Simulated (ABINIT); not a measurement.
MgB2: single point with PBE

MgB2:

```
Mg B
1.0
     3.08500    0.00000    0.00000
    -1.54250    2.67169    0.00000
     0.00000    0.00000    3.52300
Mg B
1 2
Cartesian
  0.0703 -0.0171 -0.0345
  1.5536 0.8592 1.7323
  0.0098 1.7804 1.7941
```

The cell isn't the ideal one: atoms moved at random, drawn with an rms of 0.05 Å.

| Quantity | Value |
| --- | --- |
| Program | ABINIT 10.8.3 (patched build) |
| Task | single point |
| Functional | PBE |
| Potentials or basis | JTH PAW PBE v2.0 |
| Cutoff | 517 eV |
| k mesh | 10 × 10 × 8 |
| Occupations | fermi-dirac, width 0.05 eV |
| Spin | no spin polarisation |

```
Pressure               : -1.0 GPa
Largest force          : 0.737 eV/Å
Band gap on the k mesh : none (metal or under the smearing width)
```

Forces in eV/Å, atoms in the order of the input:
```
Mg  -0.282  0.007  0.239
B    0.134  0.152  0.466
B    0.148 -0.159 -0.705
```

Stress tensor (GPa, compression positive):
```
-1.57 -0.01 -0.30
-0.01 -0.68  0.10
-0.30  0.10 -0.64
```

Levels at points of the mesh, in eV from the Fermi level:
```csv
k point,band 6,band 7,band 8,band 9,band 10,band 11
"(0.00, 0.00, 0.00)",-2.97,0.14,0.52,1.59,6.03,6.49
"(0.50, 0.00, 0.00)",-7.82,-2.23,0.11,3.06,3.82,5.32
"(0.00, 0.50, 0.00)",-7.94,-2.14,0.27,2.81,3.88,5.32
"(0.50, 0.50, 0.00)",-7.82,-2.24,0.11,3.08,3.82,5.32
"(0.00, 0.00, 0.50)",-7.46,0.51,0.90,6.35,6.84,7.84
"(0.50, 0.00, 0.50)",-6.90,-3.62,-1.94,-1.30,5.62,8.62
"(0.00, 0.50, 0.50)",-7.03,-3.53,-1.84,-1.45,5.68,8.61
"(0.50, 0.50, 0.50)",-6.90,-3.63,-1.95,-1.29,5.62,8.62
```

It took 2 min on 1 thread of Intel(R) Xeon(R) Platinum 8259CL CPU @ 2.50GHz (Skylake/Cascade Lake), on a shared host, peak memory 0.18 GiB.

Caveat: the atomic spheres overlap.
